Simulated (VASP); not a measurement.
The system is C.

```
CELL_PARAMETERS angstrom
0.00000 1.78337 1.78337
1.78337 0.00000 1.78337
1.78337 1.78337 0.00000
ATOMIC_POSITIONS crystal
C 0.00000 0.00000 0.00000
C 0.25000 0.25000 0.25000
```

This isn't the form of C at room conditions, which is graphite.

Base run:

* Program: VASP 6.6.1
* Functional: r2SCAN
* Potentials or basis: VASP PAW PBE potentials, release 64 (C)
* Cutoff: 520 eV
* k mesh: 11 × 11 × 11
* Occupations: fermi-dirac, width 0.02 eV
* Spin: no spin polarisation

Its results: band gap on the k mesh 4.32 eV, indirect (least direct gap 5.84 eV); pressure -1.3 GPa.

**Question.** After a change of settings the same cell gave: band gap on the k mesh 4.00 eV, indirect (least direct gap 5.54 eV); pressure -3.8 GPa. Which change was it?
A. functional from r2SCAN to PBE
B. functional from r2SCAN to PBEsol
C. functional from r2SCAN to HSE06; k mesh from 11 × 11 × 11 to 8 × 8 × 8
D. functional from r2SCAN to LDA; potentials or basis from VASP PAW PBE potentials, release 64 (C) to VASP PAW LDA potentials, release 64 (C)

**Answer.** B.

r2SCAN gives the wider gap, since meta-GGAs in the generalised Kohn-Sham scheme recover part of the derivative discontinuity.

Caveats: the PAW data sets were made with another functional, which shifts forces and pressure a little; an odd mesh through Γ misses points on the zone boundary, where band edges often lie.
